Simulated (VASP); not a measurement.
# Cd2S (P3m1) in VASP: a series of runs

One crystal, Cd2S, is run at these levels: PBE, PBE+D3(BJ); tasks: evGW0 quasiparticle levels, equation of state.

All numbers are computed with VASP 6.6.1; they aren't measurements. Logs are shortened: lines on timing, memory, paths and dates and some standing lists are left out, and cuts for length are marked.

**1. The structure**

It takes space group P3m1 (No. 156, trigonal). The conventional cell has a = 3.963 Å, b = 3.963 Å, c = 5.809 Å, α = 90.00°, β = 90.00°, γ = 120.00°. Cd (site symmetry 3m) is surrounded by 1 S at 2.52 Å. Around Cd (site symmetry 3m) lie 3 S at 2.60 Å. Around S (site symmetry 3m) lie 4 Cd at 2.52 to 2.60 Å.

The cell comes from a database or a generator and needn't be the stable form of this composition.

**2. EvGW0 quasiparticle levels, PBE**

POSCAR

```
Cd2S
1.0
    3.9626700490      0.0000000000      0.0000000000
   -1.9813350245      3.4317729293      0.0000000000
    0.0000000000      0.0000000000      5.8091920000
Cd S
2 1
Direct
    0.3333333333      0.6666666667      0.9327170000
    0.6666666667      0.3333333333      0.5787350000
    0.3333333333      0.6666666667      0.3657050000
```

INCAR.step1

```
  PREC = Accurate
  ENCUT = 500
  EDIFF = 1E-8
  ISMEAR = 0
  SIGMA = 0.01
  LREAL = F
  LASPH = T
  NELM = 100
  ALGO = Normal
  LWAVE = T
  LCHARG = F
  GGA = PE
  KPAR = 4
```

INCAR.step2

```
  PREC = Accurate
  ENCUT = 500
  EDIFF = 1E-8
  ISMEAR = 0
  SIGMA = 0.01
  LREAL = F
  LASPH = T
  NELM = 1
  ALGO = Exact
  LWAVE = T
  LCHARG = F
  GGA = PE
  NBANDS = 344
  LOPTICS = T
  ISTART = 1
  KPAR = 4
```

INCAR.step3

```
  PREC = Accurate
  ENCUT = 500
  EDIFF = 1E-8
  ISMEAR = 0
  SIGMA = 0.01
  LREAL = F
  LASPH = T
  ALGO = EVGW0
  LWAVE = F
  LCHARG = F
  GGA = PE
  NELMGW = 4
  NBANDS = 344
  ENCUTGW = 150
  NOMEGA = 50
  PRECFOCK = Fast
  ISTART = 1
  NBANDSGW = 23
  KPAR = 4
```

KPOINTS

```
Automatic mesh
0
Gamma
  4 4 2
```

Potentials or basis: VASP PAW PBE potentials, release 64 (Cd_GW, S_GW).

Started as:

```console
$ cat potpaw_PBE.64/Cd_GW/POTCAR potpaw_PBE.64/S_GW/POTCAR > POTCAR
$ cp INCAR.step1 INCAR
$ mpirun -np 4 vasp_std > vasp.out
$ cp INCAR.step2 INCAR
$ mpirun -np 4 vasp_std > vasp.out
$ cp INCAR.step3 INCAR
$ mpirun -np 4 vasp_std > vasp.out
```

OUTCAR:

```text
PREC = Accurate
   ENCUT = 500
   EDIFF = 1E-8
   ISMEAR = 0
   LREAL = F
   LASPH = T
   GGA = PE
   NELMGW = 4
   ENCUTGW = 150
   PRECFOCK = Fast
   ISTART = 1

 ion  position               nearest neighbor table
   1  0.333  0.667  0.933-   3 2.52   2 3.08   2 3.08   2 3.08
   2  0.667  0.333  0.579-   3 2.60   3 2.60   3 2.60   1 3.08   1 3.08   1 3.08
   3  0.333  0.667  0.366-   1 2.52   2 2.60   2 2.60   2 2.60

  LATTYP: Found a hexagonal cell.
 ALAT       =     3.9626700490
 C/A-ratio  =     1.4659792332

  Lattice vectors:

 A1 = (   3.9626700490,   0.0000000000,   0.0000000000)
 A2 = (  -1.9813350245,   3.4317729293,   0.0000000000)
 A3 = (   0.0000000000,   0.0000000000,   5.8091920000)

Analysis of symmetry for initial positions (statically):
=====================================================================
 Subroutine PRICEL returns:
 Original cell was already a primitive cell.

 Routine SETGRP: Setting up the symmetry group for a
 hexagonal supercell.

 Subroutine GETGRP returns: Found  6 space group operations
 (whereof  6 operations were pure point group operations)
 out of a pool of 24 trial point group operations.

The static configuration has the point symmetry C_3v.

Analysis of symmetry for dynamics (positions and initial velocities):
=====================================================================
 Subroutine PRICEL returns:
 Original cell was already a primitive cell.

 Routine SETGRP: Setting up the symmetry group for a
 hexagonal supercell.

 Subroutine GETGRP returns: Found  6 space group operations
 (whereof  6 operations were pure point group operations)
 out of a pool of 24 trial point group operations.

The dynamic configuration has the point symmetry C_3v.

 Subroutine INISYM returns: Found  6 space group operations
 (whereof  6 operations are pure point group operations),
 and found     1 'primitive' translations

----------------------------------------------------------------------------------------

                                     Primitive cell

  volume of cell :      78.9991

  direct lattice vectors                    reciprocal lattice vectors
     3.962670049  0.000000000  0.000000000     0.252355101  0.145697285  0.000000000
    -1.981335025  3.431772929  0.000000000     0.000000000  0.291394571  0.000000000
     0.000000000  0.000000000  5.809192000     0.000000000  0.000000000  0.172140979
[... 38 lines left out ...]

 Found      8 irreducible k-points:

 Following reciprocal coordinates:
            Coordinates               Weight
  0.000000  0.000000  0.000000      1.000000
  0.250000 -0.000000  0.000000      6.000000
  0.500000 -0.000000  0.000000      3.000000
  0.250000  0.250000  0.000000      6.000000
  0.000000  0.000000  0.500000      1.000000
  0.250000 -0.000000  0.500000      6.000000
  0.500000 -0.000000  0.500000      3.000000
  0.250000  0.250000  0.500000      6.000000
   k-points           NKPTS =      8   k-points in BZ     NKDIM =     32   number of bands    NBANDS=    344
   number of dos      NEDOS =    301   number of ions     NIONS =      3
   total plane-waves  NPLWV =  37800
   dimension x,y,z NGX =    30 NGY =   30 NGZ =   42
   dimension x,y,z NGXF=    60 NGYF=   60 NGZF=   84
   ions per type =               2   1
   NGX,Y,Z   is equivalent  to a cutoff of  12.59, 12.59, 12.02 a.u.
   NGXF,Y,Z  is equivalent  to a cutoff of  25.17, 25.17, 24.04 a.u.
 SYSTEM =  unknown system
   PREC   = accura    normal or accurate (medium, high low for compatibility)
   ISTART =      1    job   : 0-new  1-cont  2-samecut
   ICHARG =      0    charge: 1-file 2-atom 10-const
   ISPIN  =      1    spin polarized calculation?
   LNONCOLLINEAR =      F non collinear calculations
   LSORBIT =      F    spin-orbit coupling
   LASPH  =      T    aspherical Exc in radial PAW
   ENCUT  =  500.0 eV  36.75 Ry    6.06 a.u.   7.22  7.22 10.59*2*pi/ulx,y,z
   NELM   =     60;   NELMIN=  2; NELMDL=  0     # of ELM steps
   EDIFF  = 0.1E-07   stopping-criterion for ELM
   LREAL  =      F    real-space projection
   EDIFFG = 0.1E-06   stopping-criterion for IOM
   NSW    =      0    number of steps for IOM
   IBRION =     -1    ionic relax: 0-MD 1-quasi-New 2-CG
   NFREE  =      0    steps in history (QN), initial steepest desc. (CG)
   ISIF   =      0    stress and relaxation
   ISYM   =      3    0-nonsym 1-usesym 2-fastsym
   POTIM  = 0.5000    time-step for ionic-motion
   TEBEG  =    0.0;   TEEND  =   0.0 temperature during run
   PSTRESS=    0.0 pullay stress
   NELECT =      30.0000    total number of electrons
   NUPDOWN=      -1.0000    fix difference up-down
   EMIN   =  10.00;   EMAX   =-10.00  energy-range for DOS
   EFERMI =   0.00;   METHOD = LEGACY
   ISMEAR =     0;   SIGMA  =   0.01  broadening in eV -4-tet -1-fermi 0-gaus
   EFERMI_NEDOS =   21; number of points for ismear=-14 and -15
   IALGO  =     38    algorithm
   IMIX   =      4    mixing-type and parameters
     AMIX     =   0.40;   BMIX     =  1.00
     AMIX_MAG =   1.60;   BMIX_MAG =  1.00
  volume/ion in A,a.u.               =      26.33       177.70
  Fermi-wavevector in a.u.,A,eV,Ry     =   1.185517  2.240303 19.122322  1.405451
  Thomas-Fermi vector in A             =   2.321709
   LORBIT       =      0    0 simple, 1 ext, 2 COOP (PROOUT), +10 PAW based schemes
   GGA     = PE    functional components
   LHFCALC =     T    Hartree Fock is set to
   PRECFOCK=fast      Normal, Fast or Accurate (Low or Medium for compatibility)
   ENCUT4O =  -1.0   cutoff for four orbital integrals eV
   NKREDX  =     1    reduce k-point grid by
   NKREDY  =     1    reduce k-point grid by
   NKREDZ  =     1    reduce k-point grid by
   AEXX    =    1.0000 exact exchange contribution
   HFSCREEN=    0.0000 screening length (either q_TF or 0.3 A-1)
   HFSCREENC=   0.0000 screening length for correlation (either q_TF or 0.3 A-1)
   ENCUTFOCK=  -1.0 apply spherical cutoff to Coloumb kernel
   IVDW    =     0    specifies the selected vdW correction
   LEPSILON=     F    determine dielectric tensor
   LRPA    =     F    only Hartree local field effects (RPA)
   LRPAFORCE           =     F    calculate RPA forces
   ENCUTGW             = 150.0    cutoff for response function in eV
   ENCUTGWSOFT         = 120.0    soft cutoff for Coulomb kernel in GW response function in eV
   ENCUTLF             =  -1.0    cutoff for local field effects
   NELMGW              =     4    number of iterations in solving QP/BSE equation
   NELMHF              =     1    number of iterations in the inner HF iteration
   NKREDLFX            =     1    NKREDLFY  =   1   NKREDLFZ  =   1
 non-spin polarized calculation
 Gauss-broadening in eV      SIGMA  =   0.01
  energy-cutoff  :      500.00
  volume of cell :       79.00
 maximum number of plane-waves:      2026
 NGX is ok and might be reduce to    30
  NGX = 16; NGY = 16; NGZ = 24
   NGX = 15   NGY = 15   NGZ = 21
 maximum number of plane-waves:       340

 QP shifts <psi_nk| G(iteration)W_0 |psi_nk>: iteration 1
 for sc-GW calculations column KS-energies equals QP-energies in previous step
 and V_xc(KS)=  KS-energies - (<T + V_ion + V_H > + <T+V_H+V_ion>^1  + <V_x>^1)

 k-point   1 :       0.0000    0.0000    0.0000
  band No.  KS-energies  QP-energies   sigma(KS)   V_xc(KS)     V^pw_x(r,r')   Z            occupation Imag(sigma)

      1      -9.6226      -9.8288     -13.4758     -13.1226     -20.9766       0.5837       2.0000       0.8933
      2      -5.3177      -6.9281     -17.8356     -15.3174     -23.1206       0.6395       2.0000       0.0782
      3      -5.3177      -6.9281     -17.8356     -15.3174     -23.1206       0.6395       2.0000       0.0782
      4      -5.2325      -6.8569     -17.7981     -15.2810     -23.0680       0.6453       2.0000       0.0873
      5      -5.2325      -6.8569     -17.7981     -15.2810     -23.0680       0.6453       2.0000       0.0873
      6      -5.1437      -6.6955     -17.5239     -15.1098     -22.7978       0.6428       2.0000       0.1331
[... 858 lines left out ...]
     22      11.9603      11.9584      -9.3424      21.3002      -4.0588       0.7362       0.0000      -0.3820
     23      13.1449      13.1435      -9.4351      22.5781      -3.9284       0.7342       0.0000      -0.4444
```

Run time: 8.6 min. Hardware: 4 MPI ranks of Intel Xeon Platinum 8488C (Sapphire Rapids), shared host; peak memory 1 GiB.

What came out:

```yaml
Band_gap_on_the_k_mesh_mean-field_level: 0.68 eV, indirect (least direct gap 1.37 eV)
Quasiparticle_gap: 0.93 eV
Least_direct_quasiparticle_gap: 1.84 eV
```

Levels at points of the mesh, in eV from the valence-band top:
```
           k point  band 11  band 12  band 13  band 14  band 15  band 16  band 17  band 18  band 19
(0.00, 0.00, 0.00)    -7.56    -4.35    -3.59    -0.65    -0.65     3.28     5.12     6.89     6.89
(0.50, 0.00, 0.00)    -7.40    -4.36    -2.90    -1.52    -1.13     0.68     3.27     4.82     5.91
(0.00, 0.00, 0.50)    -7.57    -5.82    -0.58    -0.58    -0.11     1.25     4.84     6.47     6.47
(0.50, 0.00, 0.50)    -7.42    -3.96    -3.62    -1.31    -0.85     1.67     3.47     4.58     5.75
```

Quasiparticle gap after each update of the energies (eV): 0.88, 0.92, 0.93, 0.93

Caveat: the k mesh is coarse (spacing up to 0.54 Å⁻¹), so the values aren't converged; bands, screening cutoff and mesh are small and nothing is extrapolated, so the quasiparticle values aren't converged. A k mesh can miss the band edges.

[end of part 1 of 2]
